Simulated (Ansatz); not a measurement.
# W: the crystal squeezed far, part 2 of 2

Aim: compress W (fcc type) step by step, far beyond the usual range, and follow pressure and electronic structure. The runs shown use LAPW, crystal datasets and norm-conserving. Companion runs by PAW are cited. Its runs: the reference run (LAPW); volume scaled by 1 (crystal datasets and norm-conserving); volume scaled by 0.88 (LAPW and norm-conserving); volume scaled by 0.78 (LAPW and norm-conserving); volume scaled by 0.68 (LAPW and crystal datasets); volume scaled by 0.58 (LAPW); volume scaled by 0.5 (LAPW and norm-conserving); volume scaled by 0.43 (LAPW, crystal datasets and norm-conserving).

Ansatz 0.2.0; DFT PBE; a cell built from a prototype (fcc type), not taken from measurement. «Crystal datasets» are all-electron PAW datasets made for this crystal. Earlier steps stand in the parts before.

**10. Volume scaled by 0.68, crystal datasets**

This is W in the fcc structure; at room conditions it is bcc.

Contents of input.yaml:

```yaml
crystal:
  lattice:
    - [0.0, 1.775334021, 1.775334021]
    - [1.775334021, 0.0, 1.775334021]
    - [1.775334021, 1.775334021, 0.0]
  atoms:
    - { symbol: W, position: [0.0, 0.0, 0.0] }
kpoints:
  mp_grid: { grid: [18, 18, 18] }
scf:
  occupations: { method: fermi_dirac, width: 0.1 }
hamiltonian:
  xc: pbe
  pseudopotentials: { kind: all_electron, datasets: crystal }
output:
  forces: true
  stress: true
  eigenvalues: true
```

Command:

```
$ ansatz run input.yaml --threads 1 --pin off --max-ram 2048MiB --backend cpu --events-out ev --progress --plain --runs-dir out
```

Standard output, cut to the lines that bear on the results:

```text
[...]
Pseudopotentials: kind: all_electron
Pseudopotential: W, paw, valence charge 28, recommended cutoff 320 eV (normal), Koelling and Harmon's equation, gaussian nucleus
Functional definition: PBE
[...]
Crystal: 1 atoms, lattice volume = 11.191 Å³
Basis set: ecut = 320 eV, 137 PW (Γ), exchange–correlation on 30×30×30 points (8 copies of the dense FFT grid, shifted against one another)
[...]
--- Stress (GPa, compression-positive) ---
      226.586806      -0.000000      -0.000000
       -0.000000     226.586806       0.000000
        0.000000       0.000000     226.586806
  P = ⅓ Tr σ = 226.5868 GPa (2265.868 kbar)
  It holds what live shells' own plane waves past their cutoff add
--- Band table (eV; the first three rows and the last of 195) ---
  k-point 0: bands = ["-31.7979", "5.6425", "5.6425", "5.6425", "31.0280", "40.2562", "40.2562", "40.2562", "45.5208", "45.5208"]
[...]
```

Run time: 14 s. Hardware: 1 thread of Arm Neoverse V2, shared host; peak memory 0.56 GiB.

This run gives: pressure 226.59 GPa; no gap.

**11. Volume scaled by 0.58, LAPW**

Contents of input.yaml:

```yaml
crystal:
  lattice:
    - [0.0, 1.6836549928, 1.6836549928]
    - [1.6836549928, 0.0, 1.6836549928]
    - [1.6836549928, 1.6836549928, 0.0]
  atoms:
    - { symbol: W, position: [0.0, 0.0, 0.0] }
kpoints:
  mp_grid: { grid: [18, 18, 18] }
scf:
  occupations: { method: fermi_dirac, width: 0.1 }
hamiltonian:
  xc: pbe
  pseudopotentials: { kind: all_electron, lapw: { basis_error: 0.001 } }
output:
  forces: true
  stress: true
  eigenvalues: true
  populations: true
```

Command:

```
$ ansatz run input.yaml --threads 1 --pin off --max-ram 2048MiB --backend cpu --events-out ev --progress --plain --runs-dir out
```

Standard output, cut to the lines that bear on the results:

```text
W: projections on atomic orbitals take those of the free atom 1s2 2s2 2p6 3s2 3p6 3d10 4s2 4p6 4d10 4f14 5s2 5p6 5d4 6s2, of charge +0.00 (hamiltonian.pseudopotentials.projection_atoms)
LAPW: plane waves up to 10.434 Å⁻¹, error target 1.0e-3 eV per atom; small_component_spin mean_spin; W in spheres of 1.191 Å, 46 of its electrons in bands, Dirac shells []
[...]
[... 1 set-up line as earlier in the session ...]
[...]
--- Forces (eV/Å), atoms counted from 1 ---
  atom   1  W     -0.00000000     0.00000000     0.00000000
[...]
--- Stress (GPa, compression-positive) ---
      431.605474       0.000000       0.000000
        0.000000     431.605474       0.000000
        0.000000       0.000000     431.605474
  P = ⅓ Tr σ = 431.6055 GPa (4316.055 kbar)
--- Band table (eV; the first three rows and the last of 195) ---
[...]
--- Löwdin populations: 1 site ---
  site symbol       q [e]
     0      W     73.9533
  spilling = 0.000631 (of n_electrons = 74.000000)
```

Run time: 25 s. Hardware: 1 thread of Arm Neoverse V2, shared host; peak memory 0.47 GiB.

Read from it: pressure 431.61 GPa; no gap.

**12. Volume scaled by 0.5, LAPW**

input.yaml, as its differences from that of step 11:

```diff
@@ -2,5 +2,5 @@
   lattice:
-    - [0.0, 1.6836549928, 1.6836549928]
-    - [1.6836549928, 0.0, 1.6836549928]
-    - [1.6836549928, 1.6836549928, 0.0]
+    - [0.0, 1.6023858681, 1.6023858681]
+    - [1.6023858681, 0.0, 1.6023858681]
+    - [1.6023858681, 1.6023858681, 0.0]
   atoms:
```

Command:

```
$ ansatz run input.yaml --threads 1 --pin off --max-ram 2048MiB --backend cpu --events-out ev --progress --plain --runs-dir out
```

Standard output, cut to the lines that bear on the results:

```text
W: projections on atomic orbitals take those of the free atom 1s2 2s2 2p6 3s2 3p6 3d10 4s2 4p6 4d10 4f14 5s2 5p6 5d4 6s2, of charge +0.00 (hamiltonian.pseudopotentials.projection_atoms)
LAPW: plane waves up to 11.126 Å⁻¹, error target 1.0e-3 eV per atom; small_component_spin mean_spin; W in spheres of 1.133 Å, 46 of its electrons in bands, Dirac shells []
[...]
[... 1 set-up line as earlier in the session ...]
[...]
--- Forces (eV/Å), atoms counted from 1 ---
  atom   1  W     -0.00000000     0.00000000     0.00000000
[...]
--- Stress (GPa, compression-positive) ---
      732.735951       0.000000      -0.000000
        0.000000     732.735951      -0.000000
       -0.000000      -0.000000     732.735951
  P = ⅓ Tr σ = 732.7360 GPa (7327.360 kbar)
--- Band table (eV; the first three rows and the last of 195) ---
[...]
--- Löwdin populations: 1 site ---
  site symbol       q [e]
     0      W     73.9493
  spilling = 0.000685 (of n_electrons = 74.000000)
```

It took 26 s on 1 thread of Arm Neoverse V2, shared host; peak memory 0.48 GiB.

In short: pressure 732.74 GPa; no gap.

**13. Volume scaled by 0.5, norm-conserving**

input.yaml, as its differences from that of step 12:

```diff
@@ -13,3 +13,3 @@
   xc: pbe
-  pseudopotentials: { kind: all_electron, lapw: { basis_error: 0.001 } }
+  pseudopotentials: { kind: nc }
 output:
@@ -18,2 +18 @@
   eigenvalues: true
-  populations: true
```

Command:

```
$ ansatz run input.yaml --threads 1 --pin off --max-ram 2048MiB --backend cpu --events-out ev --progress --plain --runs-dir out
```

Standard output, cut to the lines that bear on the results:

```text
[...]
[... 3 set-up lines as earlier in the session ...]
[...]
Crystal: 1 atoms, lattice volume = 8.229 Å³
[...]
  atom   1  W     -0.00000000    -0.00000000     0.00000000
[...]
--- Stress (GPa, compression-positive) ---
      741.034067      -0.000000       0.000000
        0.000000     741.034067      -0.000000
        0.000000       0.000000     741.034067
  P = ⅓ Tr σ = 741.0341 GPa (7410.341 kbar)
--- Band table (eV; the first three rows and the last of 195) ---
  k-point 0: bands = ["-30.6313", "9.4085", "9.4085", "9.4085", "33.5813", "41.4775", "41.4775", "41.4775", "49.2095", "49.2095", "57.0316"]
[...]
```

Run time: 2.9 s. Hardware: 1 thread of Arm Neoverse V2, shared host; peak memory 0.28 GiB.

In short: pressure 741.03 GPa; no gap.

**14. Volume scaled by 0.43, LAPW**

Contents of input.yaml:

```yaml
crystal:
  lattice:
    - [0.0, 1.5238185516, 1.5238185516]
    - [1.5238185516, 0.0, 1.5238185516]
    - [1.5238185516, 1.5238185516, 0.0]
  atoms:
    - { symbol: W, position: [0.0, 0.0, 0.0] }
kpoints:
  mp_grid: { grid: [18, 18, 18] }
  band_path:
    path:
      - [0.0, 0.0, 0.0]
      - [0.5, 0.0, 0.5]
      - [0.625, 0.25, 0.625]
      - [0.375, 0.375, 0.75]
      - [0.0, 0.0, 0.0]
      - [0.5, 0.5, 0.5]
      - [0.5, 0.25, 0.75]
      - [0.5, 0.0, 0.5]
    npoints: 8
scf:
  occupations: { method: fermi_dirac, width: 0.1 }
hamiltonian:
  xc: pbe
  pseudopotentials: { kind: all_electron, lapw: { basis_error: 0.001 } }
output:
  forces: true
  stress: true
  eigenvalues: true
  populations: true
  dos: { projected: true, de: 0.2, e_range: [-14, 8] }
```

Command:

```
$ ansatz run input.yaml --threads 1 --pin off --max-ram 2048MiB --backend cpu --events-out ev --progress --plain --runs-dir out
```

Standard output, cut to the lines that bear on the results:

```text
W: projections on atomic orbitals take those of the free atom 1s2 2s2 2p6 3s2 3p6 3d10 4s2 4p6 4d10 4f14 5s2 5p6 5d4 6s2, of charge +0.00 (hamiltonian.pseudopotentials.projection_atoms)
LAPW: plane waves up to 11.867 Å⁻¹, error target 1.0e-3 eV per atom; small_component_spin mean_spin; W in spheres of 1.078 Å, 46 of its electrons in bands, Dirac shells []
[...]
[... 1 set-up line as earlier in the session ...]
[...]
--- Forces (eV/Å), atoms counted from 1 ---
  atom   1  W     -0.00000000     0.00000000    -0.00000000
[...]
--- Stress (GPa, compression-positive) ---
     1206.584899      -0.000000       0.000000
       -0.000000    1206.584899       0.000000
        0.000000       0.000000    1206.584899
  P = ⅓ Tr σ = 1206.5849 GPa (12065.849 kbar)
--- Band table (eV; the first three rows and the last of 195) ---
[...]
--- Löwdin populations: 1 site ---
  site symbol       q [e]
     0      W     73.9384
  spilling = 0.000832 (of n_electrons = 74.000000)
```

Wall time 31 s (1 thread of Arm Neoverse V2, shared host); peak memory 0.51 GiB.

This run gives: pressure 1206.58 GPa; no gap.

At the corners of the path (eV, zero at the Fermi level):

| point | band 20 | band 21 | band 22 | band 23 | band 24 | band 25 | band 26 |
| --- | --- | --- | --- | --- | --- | --- | --- |
| Γ | -27.88 | -10.88 | -4.82 | -4.82 | -4.82 | 4.38 | 4.38 |
| X | -28.06 | -16.22 | -14.97 | 12.45 | 14.84 | 14.84 | 15.26 |
| U | -28.04 | -13.84 | -7.88 | 3.03 | 4.66 | 10.14 | 16.40 |
| K | -28.04 | -13.84 | -7.88 | 3.03 | 4.66 | 10.14 | 16.40 |
| Γ | -27.88 | -10.88 | -4.82 | -4.82 | -4.82 | 4.38 | 4.38 |
| L | -27.86 | -12.78 | -5.76 | -5.76 | 6.42 | 12.14 | 12.14 |
| W | -28.06 | -10.26 | -4.52 | -4.52 | 0.83 | 14.94 | 24.21 |
| X | -28.06 | -16.22 | -14.97 | 12.45 | 14.84 | 14.84 | 15.26 |

States per cell in windows of 1 eV (zero at the Fermi level; grid of 0.20 eV, so sharp peaks spill over the borders):

| from | to | total | W 5d | W 5p | W 6s |
| --- | --- | --- | --- | --- | --- |
| -10 | -9 | 0.51 | 0.43 | 0.03 | 0.02 |
| -9 | -8 | 0.38 | 0.30 | 0.02 | 0.03 |
| -8 | -7 | 0.48 | 0.41 | 0.04 | 0.01 |
| -7 | -6 | 0.53 | 0.45 | 0.04 | 0.02 |
| -6 | -5 | 0.39 | 0.34 | 0.03 | 0.01 |
| -5 | -4 | 0.28 | 0.25 | 0.01 | 0.01 |
| -4 | -3 | 0.53 | 0.47 | 0.02 | 0.02 |
| -3 | -2 | 0.52 | 0.46 | 0.03 | 0.02 |
| -2 | -1 | 0.42 | 0.36 | 0.03 | 0.02 |
| -1 | 0 | 0.34 | 0.28 | 0.02 | 0.02 |
| 0 | 1 | 0.40 | 0.34 | 0.03 | 0.03 |
| 1 | 2 | 0.56 | 0.47 | 0.03 | 0.04 |
| 2 | 3 | 0.43 | 0.36 | 0.02 | 0.03 |
| 3 | 4 | 0.34 | 0.28 | 0.02 | 0.03 |
| 4 | 5 | 0.33 | 0.28 | 0.01 | 0.03 |

**15. Volume scaled by 0.43, crystal datasets**

Contents of input.yaml:

```yaml
crystal:
  lattice:
    - [0.0, 1.5238185516, 1.5238185516]
    - [1.5238185516, 0.0, 1.5238185516]
    - [1.5238185516, 1.5238185516, 0.0]
  atoms:
    - { symbol: W, position: [0.0, 0.0, 0.0] }
kpoints:
  mp_grid: { grid: [18, 18, 18] }
scf:
  occupations: { method: fermi_dirac, width: 0.1 }
hamiltonian:
  xc: pbe
  pseudopotentials: { kind: all_electron, datasets: crystal }
output:
  forces: true
  stress: true
  eigenvalues: true
```

Command:

```
$ ansatz run input.yaml --threads 1 --pin off --max-ram 2048MiB --backend cpu --events-out ev --progress --plain --runs-dir out
```

Standard output, cut to the lines that bear on the results:

```text
[...]
[... 1 set-up line as earlier in the session ...]
Pseudopotential: W, paw, valence charge 28, recommended cutoff 460 eV (normal), Koelling and Harmon's equation, gaussian nucleus
[... 1 set-up line as earlier in the session ...]
[...]
Crystal: 1 atoms, lattice volume = 7.077 Å³
Basis set: ecut = 460 eV, 169 PW (Γ), exchange–correlation on 36×36×36 points (8 copies of the dense FFT grid, shifted against one another)
[...]
--- Stress (GPa, compression-positive) ---
     1206.602125      -0.000000      -0.000000
       -0.000000    1206.602125      -0.000000
        0.000000       0.000000    1206.602125
  P = ⅓ Tr σ = 1206.6021 GPa (12066.021 kbar)
  It holds what live shells' own plane waves past their cutoff add
--- Band table (eV; the first three rows and the last of 195) ---
  k-point 0: bands = ["-10.5868", "31.7486", "31.7486", "31.7486", "56.3654", "62.4173", "62.4173", "62.4173", "71.6167", "71.6167"]
[...]
```

Wall time 26 s (1 thread of Arm Neoverse V2, shared host); peak memory 0.66 GiB.

Read from it: pressure 1206.60 GPa; no gap.

**16. Volume scaled by 0.43, norm-conserving**

input.yaml, as its differences from that of step 15:

```diff
@@ -13,3 +13,3 @@
   xc: pbe
-  pseudopotentials: { kind: all_electron, datasets: crystal }
+  pseudopotentials: { kind: nc }
 output:
```

Command:

```
$ ansatz run input.yaml --threads 1 --pin off --max-ram 2048MiB --backend cpu --events-out ev --progress --plain --runs-dir out
```

Standard output, cut to the lines that bear on the results:

```text
[...]
[... 3 set-up lines as earlier in the session ...]
[...]
Crystal: 1 atoms, lattice volume = 7.077 Å³
[...]
  atom   1  W     -0.00000000    -0.00000000     0.00000000
[...]
--- Stress (GPa, compression-positive) ---
     1220.952853       0.000000      -0.000000
        0.000000    1220.952853       0.000000
       -0.000000      -0.000000    1220.952853
  P = ⅓ Tr σ = 1220.9529 GPa (12209.529 kbar)
--- Band table (eV; the first three rows and the last of 195) ---
  k-point 0: bands = ["-25.1910", "17.1626", "17.1626", "17.1626", "41.5424", "47.6194", "47.6194", "47.6194", "56.8615", "56.8615", "63.8275"]
[...]
```

Run time: 3.1 s. Hardware: 1 thread of Arm Neoverse V2, shared host; peak memory 0.27 GiB.

In short: pressure 1220.95 GPa; no gap.

**17. All runs together**

Rows by PAW come from runs of the same series that aren't printed here.

| method | volume over the first | volume (Å³/atom) | pressure (GPa) | SCF cycles, all passes |
| --- | --- | --- | --- | --- |
| LAPW | 1 | 16.457 | 0.08 | 8 |
| LAPW | 0.88 | 14.483 | 46.38 | 8 |
| LAPW | 0.78 | 12.837 | 113.04 | 6 |
| LAPW | 0.68 | 11.191 | 226.58 | 7 |
| LAPW | 0.58 | 9.545 | 431.61 | 6 |
| LAPW | 0.5 | 8.229 | 732.74 | 6 |
| LAPW | 0.43 | 7.077 | 1206.58 | 6 |
| PAW | 1 | 16.457 | -0.01 | 6 |
| PAW | 0.88 | 14.483 | 46.50 | 6 |
| PAW | 0.78 | 12.837 | 113.59 | 6 |
| PAW | 0.68 | 11.191 | 227.96 | 6 |
| PAW | 0.58 | 9.545 | 434.65 | 6 |
| PAW | 0.5 | 8.229 | 738.17 | 6 |
| PAW | 0.43 | 7.077 | 1214.28 | 6 |
| PAW (core large) | 0.68 | 11.191 | 227.96 | 6 |
| PAW (core large) | 0.43 | 7.077 | 1214.28 | 6 |
| PAW (cutoff 300 eV) | 0.78 | 12.837 | 114.18 | 6 |
| crystal datasets | 1 | 16.457 | 0.08 | 7 |
| crystal datasets | 0.68 | 11.191 | 226.59 | 7 |
| crystal datasets | 0.43 | 7.077 | 1206.60 | 8 |
| norm-conserving | 1 | 16.457 | 0.07 | 6 |
| norm-conserving | 0.88 | 14.483 | 46.73 | 6 |
| norm-conserving | 0.78 | 12.837 | 114.05 | 6 |
| norm-conserving | 0.5 | 8.229 | 741.03 | 6 |
| norm-conserving | 0.43 | 7.077 | 1220.95 | 5 |

**18. Outcome**

What follows sums up all 2 parts.

| quantity | value |
| --- | --- |
| LAPW pressure at 0.43 of the volume | 1206.6 GPa |
| PAW pressure at 0.43 of the volume | 1214.3 GPa |
| PAW (core large) pressure at 0.43 of the volume | 1214.3 GPa |
| crystal datasets pressure at 0.43 of the volume | 1206.6 GPa |
| norm-conserving pressure at 0.43 of the volume | 1221.0 GPa |
| fitted bulk modulus at zero pressure (LAPW) | 278 GPa |
| its pressure derivative | 3.88 |

**Reading.** By LAPW the pressure climbs to 1207 GPa at 0.43 of the first volume. A third-order Birch-Murnaghan curve fits the range only roughly (B₀ = 278 GPa, B′ = 3.88, misfit at most 9.04 GPa). A fit over so wide a range leans to the high pressures, so B₀ can be off by several per cent. Where LAPW's pressure is over 3 GPa, PAW's departs from it by at most 0.7 %, at 0.5 of the volume. The ions are at rest, and the electrons smeared by 0.1 eV. Spin-orbit coupling is left out, though the cell holds W; in elements this heavy it can shift bands and gaps by tenths of an eV.
